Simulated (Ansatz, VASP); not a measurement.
# One calculation of Au, two programs

```
Au
1.0
     0.00000    2.32585    2.32585
     2.32585    0.00000    2.32585
     2.32585    2.32585    0.00000
Au
2
Cartesian
  -0.5815 -0.5815 -0.5815
  0.5815 0.5815 0.5815
```

Change from the starting cell: volume scaled by 0.43, crystal datasets.

Alike in both runs: task single point; functional PBE; k mesh 12 × 12 × 12; occupations fermi-dirac, width 0.05 eV; no spin polarisation.

```csv
,VASP,Ansatz
version,VASP 6.6.1,Ansatz 0.2.0
potentials or method,"VASP PAW PBE potentials, release 64 (Au), cutoff 520 eV","all-electron PAW with datasets made for the crystal, scalar-relativistic"
```

```csv
,VASP,Ansatz,Ansatz less VASP
pressure (GPa),417.6,444.7,+27.06
```

Ansatz ran all-electron here, so the differences hold the error of VASP's frozen core and of both bases.

Caveats: the cell as given lies far from equilibrium; so large a pressure means that the cell lies far from this level's equilibrium, or that cutoff or potentials fall short (VASP). Spin-orbit coupling is left out, which matters for the levels of Au.
